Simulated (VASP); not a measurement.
# TePb (Fm-3m) in VASP: notebook

The runs below take TePb through relaxation of cell and atoms, with PBEsol, PBE, LDA.

Everything below comes from runs of VASP 6.6.1. Logs are shortened: lines on timing, memory, paths and dates and some standing lists are left out, and cuts for length are marked.

## 1. The structure

It takes space group Fm-3m (No. 225, cubic). Conventional cell: a = 6.254 Å, b = 6.254 Å, c = 6.254 Å, α = 90.00°, β = 90.00°, γ = 90.00°. Around Te (site symmetry m-3m) lie 6 Pb at 3.13 Å. Pb (site symmetry m-3m) is surrounded by 6 Te at 3.13 Å.

## 2. Relaxation of cell and atoms, PBEsol, target pressure 5.02 GPa, at which the enthalpy is minimised

File INCAR:

```
PREC = Accurate
ENCUT = 600
EDIFF = 1E-7
ISMEAR = 0
SIGMA = 0.03
LREAL = False
LASPH = True
NELM = 80
ALGO = Normal
ISIF = 3
LWAVE = False
LCHARG = False
GGA = PS
IBRION = 2
NSW = 90
EDIFFG = -0.005
PSTRESS = 50.2
```

File KPOINTS:

```
Automatic mesh
0
Gamma
  8 8 8
```

File POSCAR:

```
TePb                                    
1.0
    0.0000000000      3.1268343262      3.1268343262
    3.1268343262      0.0000000000      3.1268343262
    3.1268343262      3.1268343262      0.0000000000
  Te              Pb            
     1     1
Direct
     0.5000000000000000    0.5000000000000000    0.5000000000000000
     0.0000000000000000    0.0000000000000000    0.0000000000000000
```

Potentials or basis: VASP PAW PBE potentials, release 64 (Te, Pb_d).

On the command line:

```sh
cat potpaw_PBE.64/Te/POTCAR potpaw_PBE.64/Pb_d/POTCAR > POTCAR
mpirun -np 1 vasp_std > vasp.out
```

OUTCAR:

```text
PREC = Accurate
   ENCUT = 600
   EDIFF = 1E-7
   ISMEAR = 0
   LREAL = False
   LASPH = True
   NELM = 80
   ISIF = 3
   GGA = PS
   IBRION = 2
   NSW = 90
   EDIFFG = -0.005
   PSTRESS = 50.2

 ion  position               nearest neighbor table
   1  0.500  0.500  0.500-   2 3.13   2 3.13   2 3.13   2 3.13   2 3.13   2 3.13
   2  0.000  0.000  0.000-   1 3.13   1 3.13   1 3.13   1 3.13   1 3.13   1 3.13

  LATTYP: Found a face centered cubic cell.
 ALAT       =     6.2536686524

  Lattice vectors:

 A1 = (   0.0000000000,   3.1268343262,   3.1268343262)
 A2 = (   3.1268343262,   0.0000000000,   3.1268343262)
 A3 = (   3.1268343262,   3.1268343262,   0.0000000000)

Analysis of symmetry for initial positions (statically):
=====================================================================
 Subroutine PRICEL returns:
 Original cell was already a primitive cell.

 Routine SETGRP: Setting up the symmetry group for a
 face centered cubic supercell.

 Subroutine GETGRP returns: Found 48 space group operations
 (whereof 48 operations were pure point group operations)
 out of a pool of 48 trial point group operations.

The static configuration has the point symmetry O_h .

Analysis of symmetry for dynamics (positions and initial velocities):
=====================================================================
 Subroutine PRICEL returns:
 Original cell was already a primitive cell.

 Routine SETGRP: Setting up the symmetry group for a
 face centered cubic supercell.

 Subroutine GETGRP returns: Found 48 space group operations
 (whereof 48 operations were pure point group operations)
 out of a pool of 48 trial point group operations.

The dynamic configuration has the point symmetry O_h .

 Subroutine INISYM returns: Found 48 space group operations
 (whereof 48 operations are pure point group operations),
 and found     1 'primitive' translations

----------------------------------------------------------------------------------------

                                     Primitive cell

  volume of cell :      61.1427

  direct lattice vectors                    reciprocal lattice vectors
     0.000000000  3.126834326  3.126834326    -0.159906138  0.159906138  0.159906138
     3.126834326  0.000000000  3.126834326     0.159906138 -0.159906138  0.159906138
     3.126834326  3.126834326  0.000000000     0.159906138  0.159906138 -0.159906138

  length of vectors
     4.422011511  4.422011511  4.422011511     0.276965555  0.276965555  0.276965555

  position of ions in fractional coordinates (direct lattice)
     0.500000000  0.500000000  0.500000000
     0.000000000  0.000000000  0.000000000

  ion indices of the primitive-cell ions
   primitive index   ion index
                 1           1
                 2           2

----------------------------------------------------------------------------------------

 KPOINTS: Automatic mesh

Automatic generation of k-mesh.
 Grid dimensions read from file:
 generate k-points for:    8    8    8

 Generating k-lattice:

  Cartesian coordinates                     Fractional coordinates (reciprocal lattice)
    -0.019988267  0.019988267  0.019988267     0.125000000  0.000000000  0.000000000
     0.019988267 -0.019988267  0.019988267     0.000000000  0.125000000  0.000000000
     0.019988267  0.019988267 -0.019988267     0.000000000  0.000000000  0.125000000

  Length of vectors
     0.034620694  0.034620694  0.034620694

  Shift w.r.t. Gamma in fractional coordinates (k-lattice)
     0.000000000  0.000000000  0.000000000

 Subroutine IBZKPT returns following result:
 ===========================================

 Found     29 irreducible k-points:

 Following reciprocal coordinates:
            Coordinates               Weight
  0.000000  0.000000  0.000000      1.000000
  0.125000  0.000000  0.000000      8.000000
  0.250000  0.000000  0.000000      8.000000
  0.375000  0.000000  0.000000      8.000000
  0.500000  0.000000  0.000000      4.000000
  0.125000  0.125000  0.000000      6.000000
[... 16 lines left out ...]
  0.500000  0.250000  0.125000     48.000000
 -0.375000  0.250000  0.125000     24.000000
 [... further k-points ...]
   k-points           NKPTS =     29   k-points in BZ     NKDIM =     29   number of bands    NBANDS=     14
   number of dos      NEDOS =    301   number of ions     NIONS =      2
   total plane-waves  NPLWV =  46656
   dimension x,y,z NGX =    36 NGY =   36 NGZ =   36
   dimension x,y,z NGXF=    72 NGYF=   72 NGZF=   72
   ions per type =               1   1
   NGX,Y,Z   is equivalent  to a cutoff of  13.53, 13.53, 13.53 a.u.
   NGXF,Y,Z  is equivalent  to a cutoff of  27.07, 27.07, 27.07 a.u.
 SYSTEM =  unknown system
   PREC   = accura    normal or accurate (medium, high low for compatibility)
   ISTART =      0    job   : 0-new  1-cont  2-samecut
   ICHARG =      2    charge: 1-file 2-atom 10-const
   ISPIN  =      1    spin polarized calculation?
   LNONCOLLINEAR =      F non collinear calculations
   LSORBIT =      F    spin-orbit coupling
   LASPH  =      T    aspherical Exc in radial PAW
   ENCUT  =  600.0 eV  44.10 Ry    6.64 a.u.   8.83  8.83  8.83*2*pi/ulx,y,z
   NELM   =     80;   NELMIN=  2; NELMDL= -5     # of ELM steps
   EDIFF  = 0.1E-06   stopping-criterion for ELM
   LREAL  =      F    real-space projection
   EDIFFG = -.5E-02   stopping-criterion for IOM
   NSW    =     90    number of steps for IOM
   IBRION =      2    ionic relax: 0-MD 1-quasi-New 2-CG
   NFREE  =      1    steps in history (QN), initial steepest desc. (CG)
   ISIF   =      3    stress and relaxation
   ISYM   =      2    0-nonsym 1-usesym 2-fastsym
   POTIM  = 0.5000    time-step for ionic-motion
   TEBEG  =    0.0;   TEEND  =   0.0 temperature during run
   PSTRESS=   50.2 pullay stress
   NELECT =      20.0000    total number of electrons
   NUPDOWN=      -1.0000    fix difference up-down
   EMIN   =  10.00;   EMAX   =-10.00  energy-range for DOS
   EFERMI =   0.00;   METHOD = LEGACY
   ISMEAR =     0;   SIGMA  =   0.03  broadening in eV -4-tet -1-fermi 0-gaus
   EFERMI_NEDOS =   21; number of points for ismear=-14 and -15
   IALGO  =     38    algorithm
   IMIX   =      4    mixing-type and parameters
     AMIX     =   0.40;   BMIX     =  1.00
     AMIX_MAG =   1.60;   BMIX_MAG =  1.00
  volume/ion in A,a.u.               =      30.57       206.31
  Fermi-wavevector in a.u.,A,eV,Ry     =   1.127985  2.131582 17.311372  1.272350
  Thomas-Fermi vector in A             =   2.264673
   LORBIT       =      0    0 simple, 1 ext, 2 COOP (PROOUT), +10 PAW based schemes
   GGA     = PS    functional components
   LHFCALC =     F    Hartree Fock is set to
   AEXX    =    0.0000 exact exchange contribution
   IVDW    =     0    specifies the selected vdW correction
   LEPSILON=     F    determine dielectric tensor
   LRPA    =     F    only Hartree local field effects (RPA)
 conjugate gradient relaxation of ions
 non-spin polarized calculation
 Gauss-broadening in eV      SIGMA  =   0.03
  energy-cutoff  :      600.00
  volume of cell :       61.14
 maximum number of plane-waves:      2085
   NGX = 17   NGY = 17   NGZ = 17

--------------------------------------- Ionic step        1  -------------------------------------------

 number of electron      20.0000000 magnetization

 Free energy of the ion-electron system (eV)
  ---------------------------------------------------
  ext. energy  EPLUGINS =         0.00000000
  ---------------------------------------------------
  free energy    TOTEN  =        -8.17717774 eV

  energy without entropy =       -8.17717774  energy(sigma->0) =       -8.17717774

------------------------ aborting loop because EDIFF is reached ----------------------------------------

  FORCE on cell =-STRESS in cart. coord.  units (eV):
  Direction    XX          YY          ZZ          XY          YZ          ZX
  --------------------------------------------------------------------------------------
  -------------------------------------------------------------------------------------
  Total        1.8885286      1.8885286      1.8885286      0.0000000     -0.0000000      0.0000000
  in kB       49.4868198     49.4868198     49.4868198      0.0000000     -0.0000000      0.0000000
  external PRESSURE =      -0.7131802 kB  Pullay stress =      50.2000000 kB

 VOLUME and BASIS-vectors are now :
 -----------------------------------------------------------------------------
  energy-cutoff  :      600.00
  volume of cell :       61.14
      direct lattice vectors                 reciprocal lattice vectors
     0.000000000  3.126834326  3.126834326    -0.159906138  0.159906138  0.159906138
     3.126834326  0.000000000  3.126834326     0.159906138 -0.159906138  0.159906138
     3.126834326  3.126834326  0.000000000     0.159906138  0.159906138 -0.159906138
[... 46 lines left out ...]
  FREE ENERGIE OF THE ION-ELECTRON SYSTEM (eV)
  ---------------------------------------------------
  free  energy   TOTEN  =        -8.1734133560 eV

  energy  without entropy=       -8.1734133560  energy(sigma->0) =       -8.17341336

  enthalpy is  TOTEN    =        -6.2614387499 eV   P V=        1.9119746061

--------------------------------------- Ionic step        3  -------------------------------------------

 number of electron      20.0000001 magnetization

 Free energy of the ion-electron system (eV)
  ---------------------------------------------------
  ext. energy  EPLUGINS =         0.00000000
  ---------------------------------------------------
  free energy    TOTEN  =        -8.17502175 eV

  energy without entropy =       -8.17502175  energy(sigma->0) =       -8.17502175

 E-fermi :   7.0223     XC(G=0):  -9.9216

 val. band max:        6.8522313450   @ k =   0.5000   0.0000   0.0000
 cond. band min:       7.2774715648   @ k =   0.5000   0.0000   0.0000
 fundamental gap:      0.4252402198
 Fermi energy:         7.0222557852

 k-point     1 :       0.0000    0.0000    0.0000
  band No.  band energies     occupation
      1     -10.0194      2.00000
      2     -10.0194      2.00000
      3      -9.9996      2.00000
      4      -9.9996      2.00000
      5      -9.9996      2.00000
      6      -6.1060      2.00000
      7       1.4697      2.00000
      8       5.0804      2.00000
      9       5.0804      2.00000
     10       5.0804      2.00000
     11      10.9658      0.00000
     12      10.9658      0.00000
     13      10.9658      0.00000
     14      12.3316      0.00000

 k-point     2 :       0.1250    0.0000    0.0000
  band No.  band energies     occupation
      1     -10.0224      2.00000
      2     -10.0224      2.00000
      3      -9.9991      2.00000
      4      -9.9963      2.00000
      5      -9.9963      2.00000
      6      -5.9521      2.00000
      7       0.8527      2.00000
      8       5.1262      2.00000
      9       5.1262      2.00000
     10       5.4618      2.00000
[... 362 lines left out ...]
 k-point    24 :      -0.3750    0.2500    0.1250
  band No.  band energies     occupation
      1     -10.0699      2.00000
      2     -10.0331      2.00000
      3      -9.9914      2.00000
      4      -9.9820      2.00000
      5      -9.9690      2.00000
      6      -4.1209      2.00000
      7      -2.0547      2.00000
      8       3.4458      2.00000
      9       3.7056      2.00000
     10       6.2000      2.00000
     11       7.9140      0.00000
     12      10.4316      0.00000
     13      11.0189      0.00000
     14      13.4473      0.00000

 [... further k-points ...]
[... 5 lines left out ...]
  --------------------------------------------------------------------------------------
  -------------------------------------------------------------------------------------
  Total        1.9141090      1.9141090      1.9141090     -0.0000000     -0.0000000      0.0000000
  in kB       50.2140430     50.2140430     50.2140430     -0.0000000     -0.0000000      0.0000000
  external PRESSURE =       0.0140430 kB  Pullay stress =      50.2000000 kB

 VOLUME and BASIS-vectors are now :
 -----------------------------------------------------------------------------
  energy-cutoff  :      600.00
  volume of cell :       61.07
      direct lattice vectors                 reciprocal lattice vectors
     0.000000000  3.125652462  3.125652462    -0.159966601  0.159966601  0.159966601
     3.125652462 -0.000000000  3.125652462     0.159966601 -0.159966601  0.159966601
     3.125652462  3.125652462  0.000000000     0.159966601  0.159966601 -0.159966601

 POSITION                                       TOTAL-FORCE (eV/Angst)
 -----------------------------------------------------------------------------------
      3.12565      3.12565      3.12565        -0.000000      0.000000      0.000000
      0.00000     -0.00000      0.00000         0.000000      0.000000     -0.000000
 -----------------------------------------------------------------------------------
    total drift:                               -0.000000      0.000000      0.000000

  FREE ENERGIE OF THE ION-ELECTRON SYSTEM (eV)
  ---------------------------------------------------
  free  energy   TOTEN  =        -8.1750217464 eV

  energy  without entropy=       -8.1750217464  energy(sigma->0) =       -8.17502175

  enthalpy is  TOTEN    =        -6.2614480478 eV   P V=        1.9135736986

 reached required accuracy - stopping structural energy minimisation
```

It took 61 s on 1 thread of Intel Xeon Platinum 8259CL at 2.50GHz (Skylake/Cascade Lake), shared host; peak memory 0.22 GiB.

Results:

| Item | Value |
| --- | --- |
| Free energy | -8.1750 eV |
| Relaxed volume | 30.54 Å³/atom |
| Relaxed cell | a = 4.420 Å, b = 4.420 Å, c = 4.420 Å, α = 60.00°, β = 60.00°, γ = 60.00° |
| Space group after relaxing (to 0.05 Å) | Fm-3m (No. 225) |
| Energy change on relaxing (the enthalpy is what falls) | +1.1 meV/atom |
| Ionic steps | 3 |
| Pressure after relaxing | 5.0 GPa |
| Band gap on the k mesh | 0.43 eV, direct |

Step by step:
| step | energy change (eV) | largest force (eV/Å) | pressure (GPa) | volume (Å³) |
| --- | --- | --- | --- | --- |
| 1 | 0.0000 | 0.0000 | 4.95 | 61.14 |
| 2 | 0.0038 | 0.0000 | 5.08 | 61.02 |
| 3 | 0.0022 | 0.0000 | 5.02 | 61.07 |

Final structure:
```cif
data_structure
_symmetry_space_group_name_H-M 'P 1'
_symmetry_Int_Tables_number 1
_cell_length_a 4.4203
_cell_length_b 4.4203
_cell_length_c 4.4203
_cell_angle_alpha 60.000
_cell_angle_beta 60.000
_cell_angle_gamma 60.000
_cell_volume 61.07
loop_
_atom_site_label
_atom_site_type_symbol
_atom_site_fract_x
_atom_site_fract_y
_atom_site_fract_z
_atom_site_occupancy
Te1 Te 0.50000 0.50000 0.50000 1
Pb1 Pb 0.00000 0.00000 0.00000 1
```

Caveat: the cell is relaxed towards a set pressure, so the enthalpy falls and the energy may rise; the PAW data sets were made with another functional, which shifts forces and pressure a little; spin-orbit coupling is left out, which as a rule narrows the gap of such compounds by several tenths of an eV. A k mesh can miss the band edges.

## 3. Relaxation of cell and atoms, PBE

This run uses another cell than the first one, of 33.73 Å³/atom, 1.103 times its volume.

File INCAR:

```
SYSTEM = TePb
ALGO = Normal ; EDIFF = 1E-6
EDIFFG = -0.01 ; ENCUT = 600
GGA = PE ; IBRION = 2
ISIF = 3 ; ISMEAR = 0
LASPH = .True. ; LCHARG = .False.
LREAL = .False. ; LWAVE = .False.
NELM = 80 ; NSW = 90
PREC = Accurate ; SIGMA = 0.03
```

File KPOINTS:

```
k-points
0
Gamma
  8 8 8
  0 0 0
```

File POSCAR:

```
TePb
1.0
    0.0000000000      3.2310000000      3.2310000000
    3.2310000000      0.0000000000      3.2310000000
    3.2310000000      3.2310000000      0.0000000000
Te Pb
1 1
Direct
    0.5000000000      0.5000000000      0.5000000000
    0.0000000000      0.0000000000      0.0000000000
```

Potentials or basis: VASP PAW PBE potentials, release 64 (Te, Pb_d).

On the command line:

```sh
cat potpaw_PBE.64/Te/POTCAR potpaw_PBE.64/Pb_d/POTCAR > POTCAR
mpirun -np 1 vasp_std > vasp.out
```

Wall time 40 s (1 thread of Intel Xeon 6975P-C (Granite Rapids), shared host); peak memory 0.25 GiB.

The run converged. Its results:

```
Free energy                            : -7.5227 eV
Relaxed volume                         : 35.42 Å³/atom
Relaxed cell                           : a = 4.644 Å, b = 4.644 Å, c = 4.644 Å, α = 60.00°, β = 60.00°, γ = 60.00°
Space group after relaxing (to 0.05 Å) : Fm-3m (No. 225)
Energy gained by relaxing              : 10.7 meV/atom
Ionic steps                            : 3
Pressure after relaxing                : 0.0 GPa
Band gap on the k mesh                 : 0.83 eV, direct
```

Step by step:
```
step  energy change (eV)  largest force (eV/Å)  pressure (GPa)  volume (Å³)
   1              0.0000                0.0000            2.10        67.46
   2             -0.0196                0.0000           -0.55        71.87
   3             -0.0214                0.0000            0.00        70.84
```

Final structure:
```
Te Pb
1.0
     0.00000    3.28409    3.28409
     3.28409    0.00000    3.28409
     3.28409    3.28409    0.00000
Te Pb
1 1
Direct
  0.50000 0.50000 0.50000
  0.00000 0.00000 0.00000
```

Levels at points of the mesh, in eV from the valence-band top:
| k point | band 8 | band 9 | band 10 | band 11 | band 12 | band 13 |
| --- | --- | --- | --- | --- | --- | --- |
| (0.00, 0.00, 0.00) | -1.16 | -1.16 | -1.16 | 4.03 | 4.03 | 4.03 |
| (0.50, 0.00, 0.00) | -0.73 | -0.73 | 0.00 | 0.83 | 1.39 | 1.39 |
| (0.50, 0.50, 0.00) | -4.11 | -2.52 | -2.52 | 3.51 | 5.31 | 5.31 |

Caveat: spin-orbit coupling is left out, which as a rule narrows the gap of such compounds by several tenths of an eV. PBE usually gives volumes a little too large and moduli too small.

## 4. Relaxation of cell and atoms, PBE

This run uses another cell than the first one, of 35.42 Å³/atom, 1.159 times its volume.

Changes to INCAR since step 3:

```diff
@@ -1,4 +1,4 @@
 SYSTEM = TePb
-ALGO = Normal ; EDIFF = 1E-6
-EDIFFG = -0.01 ; ENCUT = 600
+ALGO = Normal ; EDIFF = 1E-7
+EDIFFG = -0.005 ; ENCUT = 600
 GGA = PE ; IBRION = 2
```

KPOINTS is that of step 3.

File POSCAR:

```
TePb                                    
1.0
    0.0000000000      3.2840937665      3.2840937665
    3.2840937665      0.0000000000      3.2840937665
    3.2840937665      3.2840937665      0.0000000000
  Te              Pb            
     1     1
Direct
     0.5000000000000000    0.5000000000000000    0.5000000000000000
     0.0000000000000000    0.0000000000000000    0.0000000000000000
```

On the command line:

```sh
cat potpaw_PBE.64/Te/POTCAR potpaw_PBE.64/Pb_d/POTCAR > POTCAR
mpirun -np 1 vasp_std > vasp.out
```

It took 20 s on 1 thread of Intel Xeon 6975P-C (Granite Rapids), shared host; peak memory 0.25 GiB.

It converged, with:

- Free energy: -7.5230 eV
- Pressure after relaxing: 0.0 GPa
- Band gap on the k mesh: 0.83 eV, direct

Final structure:
```
CELL_PARAMETERS angstrom
0.00000 3.28409 3.28409
3.28409 0.00000 3.28409
3.28409 3.28409 0.00000
ATOMIC_POSITIONS crystal
Te 0.50000 0.50000 0.50000
Pb 0.00000 0.00000 0.00000
```

Levels at points of the mesh, in eV from the valence-band top:
```tsv
k point	band 6	band 7	band 8	band 9	band 10	band 11	band 12	band 13	band 14
(0.00, 0.00, 0.00)	-11.62	-5.71	-1.16	-1.16	-1.16	4.03	4.03	4.03	5.91
(0.50, 0.00, 0.00)	-10.31	-8.33	-0.73	-0.73	0.00	0.83	1.39	1.39	8.34
(0.50, 0.50, 0.00)	-10.11	-7.22	-4.11	-2.52	-2.52	3.51	5.31	5.31	6.44
```

Caveat: the relaxation stopped at its first step, so nothing moved; spin-orbit coupling is left out, which as a rule narrows the gap of such compounds by several tenths of an eV. A k mesh can miss the band edges.

(Part 1 of 2 ends here.)
